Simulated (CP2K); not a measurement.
Ir under changes of volume

One of the cells (14.059 Å³/atom); the others are scaled copies at fixed shape and fractional positions:

```
Ir
1.0
     2.70907    0.00000    0.00000
     1.35453    2.34612    0.00000
     1.35453    0.78204    2.21194
Ir
1
Direct
  0.00000 0.00000 0.00000
```

```yaml
Program: CP2K 2026.2
Functional: PBEsol
Potentials_or_basis: POTENTIAL_UZH Ir GTH-PBE-q17; TZVP-MOLOPT-PBE-GTH basis
Density_cutoff: 6123 eV
k_mesh: 12 × 12 × 12
Occupations: fermi-dirac, width 0.0259 eV
Spin: no spin polarisation
```

```csv
volume (Å³/atom),energy over the lowest point (meV/atom),pressure (GPa)
13.215,59.87,26.2
13.496,23.31,15.7
13.778,4.00,6.5
14.059,0.00,-1.7
14.340,?,?
14.621,31.16,-15.4
14.902,63.37,-21.1
```

Problem. What does the run at 14.340 Å³/atom give?

Solution. Energy over the lowest point 9.57 meV/atom; pressure -9.0 GPa.

Worked out: A Birch-Murnaghan fit of order 3 (a polynomial in V^(-2/3)) to the other rows has its minimum at 14.00 Å³/atom with B0 = V·E''(V) = 395 GPa and B' = 5.0. It gives 9.58 meV/atom at 14.340 Å³/atom, against the run's 9.57, and -dE/dV = -9.0 GPa, against -9.0.

Energies are extrapolated to zero smearing.

Caveats: the potentials were made for another functional, which shifts forces and pressure; the basis of atomic orbitals isn't converged, which shifts pressures, moduli and gaps.
